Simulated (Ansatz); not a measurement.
Calculated ¹⁷O NMR of the central transition for Al2O3

Cell: a measured structure from the Crystallography Open Database (COD), its atoms then relaxed with PBE in this cell.

```
Al O
1.0
     2.38025    1.37424    4.33187
    -2.38025    1.37424    4.33187
     0.00000   -2.74848    4.33187
Al O
4 6
Direct
  0.35208 0.35208 0.35208
  0.14792 0.14792 0.14792
  0.64792 0.64792 0.64792
  0.85208 0.85208 0.85208
  0.55646 0.94354 0.25000
  0.25000 0.55646 0.94354
  0.94354 0.25000 0.55646
  0.44354 0.05646 0.75000
  0.75000 0.44354 0.05646
  0.05646 0.75000 0.44354
```

Atom numbers follow the list; atoms alike are taken as one site, whose name carries the number of the first.

Level of theory: DFT, PBEsol, plane waves and PAW, scalar-relativistic, 420 eV cutoff, Γ-centred 8×8×8 k-points, Fermi–Dirac smearing 0.02 eV (Ansatz 0.2.0).

¹⁷O has I = 5/2 and Q = -25.58 mb (Pyykkö 2018); at 35.2 T its Larmor frequency is ν₀ = 203.3 MHz. Only the quadrupole interaction is simulated: positions count from each site's isotropic chemical shift, and J coupling is left out, as are shift anisotropy and dipolar coupling, which fast spinning averages.

Task: What does the ¹⁷O spectrum (fast magic-angle spinning) show for each site?

Result: 

| site | first shell | C_Q (MHz) | η | P_Q (MHz) | δ_QIS (ppm) | breadth (kHz) |
| --- | --- | --- | --- | --- | --- | --- |
| O | 4 Al at 1.86–1.97 Å; also 2 Al at 3.22 Å | 2.33 | 0.51 | 2.43 | -0.857 | 0.405 |

δ_QIS = −(ν_Q²/30ν₀²)[I(I+1) − 3/4](1 + η²/3) × 10⁶ ppm with ν_Q = 3|C_Q|/[2I(2I−1)]; it falls as 1/B₀² in ppm, and the breadth as 1/B₀ in kHz.

Hardware: 4 threads of Intel Xeon Platinum 8488C (Sapphire Rapids) (x86_64; 16 cores open to the job, memory cap 8.0 GiB, no GPU), a shared host with a load of 0.4 a core. Wall time 2.9 s, CPU time 9.3 s, peak memory 0.55 GiB.
